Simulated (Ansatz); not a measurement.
# CdTe: the cost of one run

Method: DFT LDA, all-electron LAPW, scalar-relativistic unless said, in Ansatz 0.2.0.

The COD entry's cell or inner coordinates are ideal or old and differ from later refinements, so a difference from it is no clean test against experiment.

### 1 The system as given

Symmetry: F-43m, No. 216, cubic system. The conventional cell has a = 6.410 Å, b = 6.410 Å, c = 6.410 Å, α = 90.00°, β = 90.00°, γ = 90.00°. Cd (site symmetry -43m) has 4 Te at 2.78 Å as nearest neighbours. Around Te (site symmetry -43m) lie 4 Cd at 2.78 Å.

Coordinates:

```xyz
2
Lattice="3.2050 3.2050 0.0000 -3.2050 3.2050 0.0000 0.0000 3.2050 3.2050" Properties=species:S:1:pos:R:3 pbc="T T T"
Cd    0.0000    0.0000    0.0000
Te    1.6025    4.8075    1.6025
```

Cartesian axes are those of the input's lattice vectors. The structure goes back to a database entry.

### 2 Reference run, fine mesh, LAPW

File input.yaml:

```yaml
crystal:
  lattice:
    - [3.205, 3.205, 0.0]
    - [-3.205, 3.205, 0.0]
    - [0.0, 3.205, 3.205]
  atoms:
    - { symbol: Cd, position: [0.0, 0.0, 0.0] }
    - { symbol: Te, position: [0.75, 0.25, 0.5] }
kpoints:
  mp_grid: { grid: [6, 6, 6] }
scf:
  occupations: { method: fixed }
hamiltonian:
  xc: lda
  pseudopotentials: { kind: all_electron, lapw: { basis_error: 0.001 } }
output:
  forces: true
  stress: true
  eigenvalues: true
  eigenstates:
    nscf_kmesh: { grid: [10, 10, 10] }
    de_dk: true
    e_range: [-9, 10.61188134237]
checkpoint:
  write: ck
  write_wavefunctions: false
```

Started as:

```console
ansatz run input.yaml --threads 1 --pin off --max-ram 3072MiB --backend cpu --events-out ev --progress --plain --runs-dir out
```

What time and memory should one allow on 1 thread of Arm Neoverse V1, shared host?

About 25 s, with a peak of 0.29 GiB.
